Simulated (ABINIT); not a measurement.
HfO2:

```
Hf O
1.0
     0.00000    2.55750    2.55750
     2.55750    0.00000    2.55750
     2.55750    2.55750    0.00000
Hf O
1 2
Cartesian
  0.0000 0.0000 0.0000
  3.8363 3.8363 3.8363
  1.2788 1.2788 1.2788
```

Measurements of this composition are mostly on another form, of space group No. 14.

```yaml
Program: ABINIT 10.8.3 (patched build)
Task: relaxation of cell and atoms
Functional: LDA
Potentials_or_basis: PseudoDojo NC SR LDA v0.4.1 standard
Cutoff: 1143 eV
k_mesh: 7 × 7 × 7
Occupations: fermi-dirac, width 0.05 eV
Spin: no spin polarisation
```

At the start: pressure -22.0 GPa; volume 11.15 Å³/atom.

Q: How do energy, volume and symmetry change on relaxing?

A: Over 5 steps the energy falls by 72.1 meV/atom and the volume is 10.18 Å³/atom (-8.7 %); space group Fm-3m (No. 225, to 0.05 Å).

Step by step:
| step | energy change (eV) | largest force (eV/Å) | pressure (GPa) | volume (Å³) |
| --- | --- | --- | --- | --- |
| 1 | 0.0000 | 0.0000 | -21.97 | 33.46 |
| 2 | -0.2016 | 0.0000 | -6.44 | 31.26 |
| 3 | -0.2160 | 0.0000 | 0.87 | 30.45 |
| 4 | -0.2163 | 0.0000 | -0.03 | 30.55 |
| 5 | -0.2163 | 0.0000 | 0.00 | 30.54 |

Final structure:
```cif
data_structure
_symmetry_space_group_name_H-M 'P 1'
_symmetry_Int_Tables_number 1
_cell_length_a 3.5087
_cell_length_b 3.5087
_cell_length_c 3.5087
_cell_angle_alpha 60.000
_cell_angle_beta 60.000
_cell_angle_gamma 60.000
_cell_volume 30.54
loop_
_atom_site_label
_atom_site_type_symbol
_atom_site_fract_x
_atom_site_fract_y
_atom_site_fract_z
_atom_site_occupancy
Hf1 Hf 0.00000 0.00000 0.00000 1
O1 O 0.75000 0.75000 0.75000 1
O2 O 0.25000 0.25000 0.25000 1
```
